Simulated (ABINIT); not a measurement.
P:

```
P
1.0
     1.72573    0.99635    3.12968
    -1.72573    0.99635    3.12968
     0.00000   -1.99270    3.12968
P
2
Direct
  0.77292 0.77292 0.77292
  0.22708 0.22708 0.22708
```

This isn't the form of P at room conditions, which is orthorhombic.

* Program: ABINIT 10.8.3 (patched build)
* Task: relaxation of cell and atoms
* Functional: PBEsol
* Potentials or basis: PseudoDojo NC SR PBEsol v0.4.1 standard
* Cutoff: 599 eV
* k mesh: 7 × 7 × 7
* Occupations: fermi-dirac, width 0.05 eV
* Spin: no spin polarisation

At the start: pressure -2.0 GPa; volume 16.14 Å³/atom.

**Question.** How do energy, volume and symmetry change on relaxing?

**Answer.** Over 11 steps the energy falls by 13.0 meV/atom and the volume is 15.23 Å³/atom (-5.6 %); space group R-3m (No. 166, to 0.05 Å).

The path:
```
step  energy change (eV)  largest force (eV/Å)  pressure (GPa)  volume (Å³)
   1              0.0000                0.2331           -1.97        32.29
   2             -0.0039                0.2364           -1.66        32.09
   3             -0.0202                0.1436            2.04        30.21
   4             -0.0227                0.1248            1.03        30.57
   5             -0.0246                0.0672            0.23        30.76
   6             -0.0257                0.0146           -0.11        30.75
   7             -0.0259                0.0027           -0.08        30.65
   8             -0.0260                0.0020           -0.02        30.56
   9             -0.0261                0.0017            0.01        30.49
  10             -0.0261                0.0002            0.01        30.46
  11             -0.0261                0.0001            0.00        30.46
```

Final structure:
```cif
data_structure
_symmetry_space_group_name_H-M 'P 1'
_symmetry_Int_Tables_number 1
_cell_length_a 3.5756
_cell_length_b 3.5756
_cell_length_c 3.5756
_cell_angle_alpha 57.495
_cell_angle_beta 57.495
_cell_angle_gamma 57.495
_cell_volume 30.46
loop_
_atom_site_label
_atom_site_type_symbol
_atom_site_fract_x
_atom_site_fract_y
_atom_site_fract_z
_atom_site_occupancy
P1 P 0.76789 0.76789 0.76789 1
P2 P 0.23211 0.23211 0.23211 1
```
